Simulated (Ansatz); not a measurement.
Molecular dynamics of WC

Input:

```yaml
accuracy: low
crystal:
  lattice:
    - [-2.9008, -5.024333, 0.0]
    - [4.3512, -2.512166, 0.0]
    - [0.0, 0.0, 5.659]
  atoms:
    - { symbol: W, position: [0.75, 0.5, 0.0] }
    - { symbol: C, position: [0.5, 0.6666667, 0.25] }
    - { symbol: W, position: [0.75, 0.5, 0.5] }
    - { symbol: C, position: [0.5, 0.6666667, 0.75] }
    - { symbol: W, position: [0.5, 0.0, 0.0] }
    - { symbol: C, position: [0.25, 0.1666667, 0.25] }
    - { symbol: W, position: [0.5, 0.0, 0.5] }
    - { symbol: C, position: [0.25, 0.1666667, 0.75] }
    - { symbol: W, position: [0.25, 0.5, 0.0] }
    - { symbol: C, position: [0.0, 0.6666667, 0.25] }
    - { symbol: W, position: [0.25, 0.5, 0.5] }
    - { symbol: C, position: [0.0, 0.6666667, 0.75] }
    - { symbol: W, position: [0.0, 0.0, 0.0] }
    - { symbol: C, position: [0.75, 0.1666667, 0.25] }
    - { symbol: W, position: [0.0, 0.0, 0.5] }
    - { symbol: C, position: [0.75, 0.1666667, 0.75] }
basis:
  ecutwfc: 420.0
kpoints:
  mp_grid: { grid: [2, 2, 2] }
hamiltonian:
  xc: pbe
  pseudopotentials: { kind: paw, azcp: { folder: soft_1 } }
scf:
  occupations: { method: fermi_dirac, width: 0.3 }
  lower_state_search: "off"
md:
  timestep: 1.12
  n_steps: 200
  ensemble: nvt_langevin
  temperature: 3500.0
  initial_velocities: maxwell_boltzmann
  seed: 887541
  friction: 0.02
```

Launched with:

```bash
$ ansatz run input.yaml --threads 1 --pin off --max-ram 3072MiB --backend cpu --events-out ev --progress --plain --runs-dir out
```

It starts from an unrelaxed structure (largest force component 0.06 eV/Å).

Output, in part (step lines):

```
md step     0: t =     0.00 fs  T =  3281.2 K  F+E_penalty+E_count = -85096.99891988 eV  E_kin = 6.786150 eV  (9 SCF iters)
md step     1: t =     1.12 fs  T =  3135.0 K  F+E_penalty+E_count = -85096.91155513 eV  E_kin = 6.483740 eV  (6 SCF iters)
md step     2: t =     2.24 fs  T =  3286.8 K  F+E_penalty+E_count = -85096.67033143 eV  E_kin = 6.797693 eV  (6 SCF iters)
md step     3: t =     3.36 fs  T =  2989.0 K  F+E_penalty+E_count = -85096.28536384 eV  E_kin = 6.181694 eV  (7 SCF iters)
md step     4: t =     4.48 fs  T =  2620.6 K  F+E_penalty+E_count = -85095.79380020 eV  E_kin = 5.419741 eV  (7 SCF iters)
md step     5: t =     5.60 fs  T =  2530.8 K  F+E_penalty+E_count = -85095.20141371 eV  E_kin = 5.234086 eV  (6 SCF iters)
md step     6: t =     6.72 fs  T =  2038.5 K  F+E_penalty+E_count = -85094.56463951 eV  E_kin = 4.215931 eV  (6 SCF iters)
md step     7: t =     7.84 fs  T =  1635.0 K  F+E_penalty+E_count = -85093.96685063 eV  E_kin = 3.381340 eV  (5 SCF iters)
[... lines left out ...]
md step   199: t =   222.88 fs  T =  3487.3 K  F+E_penalty+E_count = -85088.48060674 eV  E_kin = 7.212228 eV  (5 SCF iters)
md step   200: t =   224.00 fs  T =  3120.9 K  F+E_penalty+E_count = -85088.22519630 eV  E_kin = 6.454445 eV  (7 SCF iters)
```

The steps, from the saved trajectory:

```csv
time (fs),T (K),potential energy less start (eV)
0,3281,0.000
6.72,2038,2.434
13.44,1322,5.024
20.16,2876,3.858
26.88,2993,4.355
33.6,2911,5.990
40.32,3052,5.191
47.04,3138,5.662
53.76,2880,8.201
60.48,3538,7.466
67.2,4182,6.456
73.92,4006,7.120
80.64,3537,8.614
87.36,2988,9.094
94.08,3129,7.882
100.8,3598,6.609
107.52,4168,6.609
114.24,3518,7.541
120.96,3579,9.244
127.68,3221,11.085
134.4,3848,10.000
141.12,4255,8.815
147.84,4297,7.886
154.56,4447,6.755
161.28,5045,6.102
168,4024,8.467
174.72,4242,9.963
181.44,3758,9.805
188.16,4202,7.751
194.88,2856,8.042
201.6,3129,8.417
208.32,3323,7.859
215.04,4028,6.564
221.76,3590,8.162
```

The run went to its last step. The mean temperature of the second half is 11 % above the set value. A run of 0.22 ps of so small a system gives no equilibrium averages. Limits of this set-up: coarse k mesh, low accuracy level.

Mean squared displacements from the first frame to the last, about the centre of mass: W 0.04 Å², C 0.07 Å².

Last frame:

```xyz
16
Lattice="-2.9008 -5.0243 0.0000 4.3512 -2.5122 0.0000 0.0000 0.0000 5.6590" Properties=species:S:1:pos:R:3
W 0.073 -4.860 -0.277
C 1.470 -3.626 1.249
W -0.162 -4.649 2.648
C 1.351 -3.482 4.171
W -1.500 -2.440 -0.153
C -0.191 -1.385 1.179
W -1.657 -2.179 2.910
C -0.261 -1.284 4.058
W 1.252 -2.212 0.064
C 2.981 -1.368 1.366
W 1.612 -2.211 2.749
C 2.776 -1.315 4.074
W -0.207 0.187 -0.077
C -1.661 -3.816 1.519
W -0.114 0.287 2.892
C -1.515 -4.046 4.416
```

Run time: 15 min on 1 thread of Arm Neoverse V2, with other jobs on the host, peak memory 0.57 GiB.
